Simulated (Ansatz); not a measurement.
# TiO2 (C2/m) in Ansatz: a series of runs, part 2 of 2

Ansatz 0.2.0.

### 3 Single point, PBE

File input.yaml:

```yaml
crystal:
  lattice:
    - [6.1535771931, -1.8834685, 0.0]
    - [6.1535771931, 1.8834685, 0.0]
    - [-1.9283261078, 0.0, 6.3289668713]
  atoms:
    - { symbol: Ti, position: [0.900071, 0.900071, 0.289602] }
    - { symbol: Ti, position: [0.195286, 0.195286, 0.283762] }
    - { symbol: Ti, position: [0.099929, 0.099929, 0.710398] }
    - { symbol: Ti, position: [0.804714, 0.804714, 0.716238] }
    - { symbol: O, position: [0.361931, 0.361931, 0.293397] }
    - { symbol: O, position: [0.2634885, 0.2634885, 0.6525] }
    - { symbol: O, position: [0.8671885, 0.8671885, 0.995291] }
    - { symbol: O, position: [0.7365115, 0.7365115, 0.3475] }
    - { symbol: O, position: [0.9416475, 0.9416475, 0.630021] }
    - { symbol: O, position: [0.1328115, 0.1328115, 0.004709] }
    - { symbol: O, position: [0.638069, 0.638069, 0.706603] }
    - { symbol: O, position: [0.0583525, 0.0583525, 0.369979] }
hamiltonian:
  xc: pbe
  pseudopotentials: { kind: paw }
kpoints:
  mp_grid: { grid: [8, 8, 4] }
scf:
  occupations: { method: gaussian, width: 0.013 }
output:
  forces: true
  stress: true
  eigenvalues: true
  write_density: true
  write_potential: true
  elf: true
  volumetric_format: npy
```

Potentials or basis: Ansatz PAW.

Run with:

```console
> ansatz run input.yaml --threads 4 --pin off --max-ram 11264MiB --backend cpu --events-out ev --progress --plain --runs-dir out
```

The program printed:

```text
Warning: RAYON_NUM_THREADS=4 ignored (pool sized by the plan → 4); use --threads N
Engine: ansatz 0.2.0, x86_64-unknown-linux-gnu
Pseudopotentials: kind: paw
[... 67 lines left out ...]
  atom  12  O     -0.03046219    -0.00000000    -0.03173273
  max |Σ_I F_I| component: 1.39e-17 eV/Å
--- Stress (GPa, compression-positive) ---
       -1.128350       0.000000      -0.057695
        0.000000      -1.085054      -0.000000
       -0.057695      -0.000000      -1.262015
  P = ⅓ Tr σ = -1.1585 GPa (-11.585 kbar)
--- Band table (eV; the first three rows and the last of 78) ---
  k-point 0: bands = ["-49.9726", "-49.9610", "-49.8748", "-49.8684", "-26.3845", "-26.3360", "-26.3095", "-26.2314", "-26.1806", "-26.1798", "-26.1769", "-26.1458", "-26.0955", "-26.0947", "-26.0834", "-26.0785", "-11.2291", "-10.5323", "-10.1463", "-9.9842", "-9.9474", "-9.8530", "-9.6129", "-9.5255", "2.0389", "2.1001", "2.3165", "2.4023", "2.7306", "2.9264", "2.9807", "3.1211", "3.3207", "3.6962", "4.1826", "4.2511", "4.3804", "4.8212", "4.8460", "4.8746", "4.9312", "4.9695", "5.2727", "5.2765", "5.4060", "5.4170", "5.8040", "5.9819", "8.9017", "9.2421", "9.4752", "9.4831", "9.5210", "9.9866", "10.4853", "10.6348", "10.7732", "10.8531", "10.9970", "11.2108"]
  k-point 1: bands = ["-49.9723", "-49.9612", "-49.8750", "-49.8682", "-26.3818", "-26.3366", "-26.2934", "-26.2338", "-26.1813", "-26.1787", "-26.1777", "-26.1616", "-26.0972", "-26.0959", "-26.0815", "-26.0776", "-11.1828", "-10.5528", "-10.1904", "-9.9910", "-9.9212", "-9.8502", "-9.6326", "-9.5155", "2.0470", "2.0929", "2.2708", "2.3091", "2.8418", "2.9780", "3.0267", "3.2406", "3.3615", "3.4531", "4.2479", "4.4262", "4.4291", "4.6578", "4.7271", "4.8757", "5.0140", "5.0652", "5.1564", "5.2831", "5.4541", "5.4800", "5.7406", "5.8331", "8.9474", "9.2861", "9.4495", "9.4815", "9.5719", "9.9277", "10.3700", "10.6303", "10.6814", "10.8633", "11.1354", "11.2183"]
  k-point 2: bands = ["-49.9721", "-49.9614", "-49.8752", "-49.8681", "-26.3820", "-26.3369", "-26.2497", "-26.2345", "-26.2262", "-26.1816", "-26.1780", "-26.1566", "-26.0986", "-26.0971", "-26.0799", "-26.0769", "-11.1307", "-10.5790", "-10.2238", "-10.0028", "-9.9032", "-9.8477", "-9.6488", "-9.5060", "2.0156", "2.0929", "2.2171", "2.3016", "2.8946", "2.9754", "3.0812", "3.2349", "3.5596", "3.6089", "3.9434", "4.3145", "4.4866", "4.6178", "4.6827", "4.8552", "4.9722", "5.2156", "5.2477", "5.4139", "5.4673", "5.5017", "5.5721", "5.7282", "9.0125", "9.2737", "9.4380", "9.5460", "9.5568", "9.8350", "10.4308", "10.4740", "10.6653", "10.8579", "10.9935", "11.1966"]
  k-point 77: bands = ["-49.9712", "-49.9616", "-49.8755", "-49.8685", "-26.3521", "-26.2904", "-26.2594", "-26.2360", "-26.2040", "-26.1868", "-26.1804", "-26.1754", "-26.1312", "-26.1146", "-26.0967", "-26.0746", "-10.9382", "-10.6420", "-10.1454", "-10.1042", "-10.0107", "-9.8541", "-9.5925", "-9.5783", "2.1841", "2.2030", "2.3431", "2.4699", "2.5603", "2.7898", "2.8392", "3.4329", "3.5449", "3.7294", "4.1990", "4.2624", "4.3726", "4.4689", "4.7020", "4.9590", "4.9743", "4.9790", "5.0573", "5.0763", "5.3143", "5.7499", "5.9416", "5.9579", "9.1559", "9.2620", "9.4052", "9.5628", "9.5784", "9.6908", "10.4273", "10.6011", "10.7091", "10.7222", "11.1221", "11.2306"]
```

rho_z.tsv:

```text
# z_ang	rho[e/angstrom^3]
# format = ansatz-planar-average/11
# lattice	6.153577193	-1.883468500	0.000000000
# lattice	6.153577193	1.883468500	0.000000000
# lattice	-1.928326108	0.000000000	6.328966871
# sites	12
# site	22	10.518865658	0.000000000	1.832881464
# site	22	1.856229278	0.000000000	1.795920297
# site	22	-0.140037380	0.000000000	4.496085407
# site	22	8.522599000	0.000000000	4.533046574
# site	8	3.888575599	0.000000000	1.856899893
# site	8	1.984560863	0.000000000	4.129650884
# site	8	8.753377131	0.000000000	6.299163766
# site	8	8.394267415	0.000000000	2.199315988
# site	8	10.374115217	0.000000000	3.987382037
# site	8	1.625451147	0.000000000	0.029803105
# site	8	6.490252679	0.000000000	4.472066978
# site	8	0.004713061	0.000000000	2.341584834
0.000000	5.898927e-1
0.147027	5.540194e-1
0.294054	4.583155e-1
0.441081	3.385428e-1
0.588108	2.378179e-1
0.735135	1.764645e-1
[... 37 lines left out ...]
6.322158	4.583155e-1
6.469185	5.540194e-1
```

v_z.tsv:

```text
# z_ang	v_es[eV]	v_tot[eV]
# format = ansatz-planar-average/11
# xc	pbe
# density_cutoff_ev	1680
# datasets	Ti=:simpson_from_first_knot:soft	O=:simpson_from_first_knot:soft
# lattice	6.153577193	-1.883468500	0.000000000
# lattice	6.153577193	1.883468500	0.000000000
# lattice	-1.928326108	0.000000000	6.328966871
# sites	12
# site	22	10.518865658	0.000000000	1.832881464
# site	22	1.856229278	0.000000000	1.795920297
# site	22	-0.140037380	0.000000000	4.496085407
# site	22	8.522599000	0.000000000	4.533046574
# site	8	3.888575599	0.000000000	1.856899893
# site	8	1.984560863	0.000000000	4.129650884
# site	8	8.753377131	0.000000000	6.299163766
# site	8	8.394267415	0.000000000	2.199315988
# site	8	10.374115217	0.000000000	3.987382037
# site	8	1.625451147	0.000000000	0.029803105
# site	8	6.490252679	0.000000000	4.472066978
# site	8	0.004713061	0.000000000	2.341584834
0.000000	7.673809e0	-8.360453e-1
0.147027	7.943582e0	-4.816088e-1
0.294054	8.668164e0	4.865164e-1
0.441081	9.555752e0	1.726133e0
0.588108	1.040248e1	2.952551e0
0.735135	1.067069e1	3.529528e0
[... 37 lines left out ...]
6.322158	8.668164e0	4.865164e-1
6.469185	7.943582e0	-4.816088e-1
```

Run time: 49 s. Hardware: 4 threads of Intel Xeon at 2.50GHz (Skylake/Cascade Lake), shared host; peak memory 0.89 GiB.

What came out:

```yaml
Free_energy: -14555.0687 eV
Pressure: -1.2 GPa
Largest_force: 0.186 eV/Å
Band_gap_on_the_k_mesh: 2.75 eV, indirect (least direct gap 2.92 eV)
```

Forces on the atoms (eV/Å):
```
Ti   0.028  0.000 -0.071
Ti  -0.054  0.000 -0.178
Ti  -0.028  0.000  0.071
Ti   0.054  0.000  0.178
O   -0.032  0.000 -0.010
O   -0.002  0.000  0.043
O   -0.056  0.000 -0.055
O    0.002  0.000 -0.043
O    0.030  0.000  0.032
O    0.056  0.000  0.055
O    0.032  0.000  0.010
O   -0.030  0.000 -0.032
```

Stress tensor (GPa, compression positive):
```
-1.13  0.00 -0.06
 0.00 -1.09  0.00
-0.06  0.00 -1.26
```

Caveat: the pressure holds a Pulay correction of +0.6 GPa for the finite cutoff.

### 4 Single point, PBE

Edit input.yaml of step 3 so:

```diff
@@ -24,3 +24,3 @@
 scf:
-  occupations: { method: gaussian, width: 0.013 }
+  occupations: { method: gaussian, width: 0.014 }
 output:
@@ -29,5 +29 @@
   eigenvalues: true
-  write_density: true
-  write_potential: true
-  elf: true
-  volumetric_format: npy
```

Run with:

```console
> ansatz run input.yaml --threads 4 --pin off --max-ram 11264MiB --backend cpu --events-out ev --progress --plain --runs-dir out
```

Wall time 37 s (4 threads of Intel Xeon at 2.50GHz (Skylake/Cascade Lake), shared host); peak memory 0.88 GiB.

Results (log left out):

| Item | Value |
| --- | --- |
| Free energy | -14555.0687 eV |
| Pressure | -1.2 GPa |
| Largest force | 0.186 eV/Å |
| Band gap on the k mesh | 2.75 eV, indirect (least direct gap 2.92 eV) |

Forces in eV/Å, atoms in the order of the input:
```
Ti   0.028  0.000 -0.071
Ti  -0.054  0.000 -0.178
Ti  -0.028  0.000  0.071
Ti   0.054  0.000  0.178
O   -0.032  0.000 -0.010
O   -0.002  0.000  0.043
O   -0.056  0.000 -0.055
O    0.002  0.000 -0.043
O    0.030  0.000  0.032
O    0.056  0.000  0.055
O    0.032  0.000  0.010
O   -0.030  0.000 -0.032
```

Stress tensor (GPa, compression positive):
```
-1.13  0.00 -0.06
 0.00 -1.09  0.00
-0.06  0.00 -1.26
```

Levels at points of the mesh, in eV from the valence-band top:
```
              k point  band 44  band 45  band 46  band 47  band 48  band 49  band 50  band 51  band 52  band 53
   (0.00, 0.00, 0.00)    -0.88    -0.75    -0.74    -0.35    -0.17     2.75     3.09     3.32     3.33     3.37
  (0.00, 0.00, -0.50)    -0.74    -0.69    -0.65    -0.58    -0.43     2.86     3.12     3.28     3.39     3.40
  (0.00, -0.50, 0.00)    -1.00    -0.85    -0.47    -0.21    -0.12     3.12     3.17     3.59     3.65     3.91
 (0.00, -0.50, -0.50)    -0.79    -0.67    -0.51    -0.09    -0.01     3.16     3.21     3.45     3.66     3.80
 (-0.50, -0.50, 0.00)    -0.90    -0.87    -0.62    -0.38    -0.11     2.89     2.93     3.43     3.50     3.52
(-0.50, -0.50, -0.50)    -1.08    -0.84    -0.40    -0.21    -0.20     3.00     3.11     3.25     3.41     3.42
```

Caveat: the pressure holds a Pulay correction of +0.6 GPa for the finite cutoff.

### 5 The runs side by side

| task | level | cell | smearing | gap on the mesh (eV) | pressure (GPa) | largest force (eV/Å) |
| --- | --- | --- | --- | --- | --- | --- |
| relaxation of cell and atoms | revPBE+D3(BJ) | relaxed | fermi-dirac 0.05 eV | 2.83 | 0.0 | - |
| single point | PBE | as given | gaussian 0.013 eV | 2.75 | -1.2 | 0.19 |
| single point | PBE | as given | gaussian 0.014 eV | 2.75 | -1.2 | 0.19 |

Alike in all rows: potentials or basis Ansatz PAW; no spin polarisation; k mesh 8 × 8 × 4; cutoff (eV) 420.

Caveats: the plane-wave basis is chosen anew once the cell has moved, so the energies of steps on either side of that aren't comparable (some runs); the PAW data sets come from PBE, with cores solved anew for the run's functional, which leaves a small shift of forces and pressure (some runs).

Absolute energies hang on the potentials; compare differences alone.
